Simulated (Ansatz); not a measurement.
Runs of Ansatz 0.2.0 on Eu. It takes space group Im-3m (No. 229, cubic). The conventional cell has a = 4.606 Å, b = 4.606 Å, c = 4.606 Å, α = 90.00°, β = 90.00°, γ = 90.00°. Eu (site symmetry m-3m) has 8 Eu at 3.99 Å as nearest neighbours. 

```csv
spin,fixed moment (μB),pressure (GPa),moment (μB)
"collinear, ferromagnetic start",1.8,(a),1.80
"collinear, ferromagnetic start",3.5,-4.5,3.50
"collinear, ferromagnetic start",10.5,-6.7,10.50
"collinear, program default start",0.0,(b),0.00
"collinear, ferromagnetic start",5.2,-1.6,5.20
```

Alike in all rows: task single point; level PBEsol; potentials or basis Ansatz PAW; cell as given; k mesh 7 × 7 × 7; cutoff (eV) 420; smearing fermi-dirac 0.05 eV.

Question: Fill in the values left out.

Answer: (a) -4.4; (b) -5.9.

Caveats: the total moment is fixed, so each spin has its own Fermi level; the PAW data sets come from PBE, with cores solved anew for the run's functional, which leaves a small shift of forces and pressure; the thresholds are loose for stress.
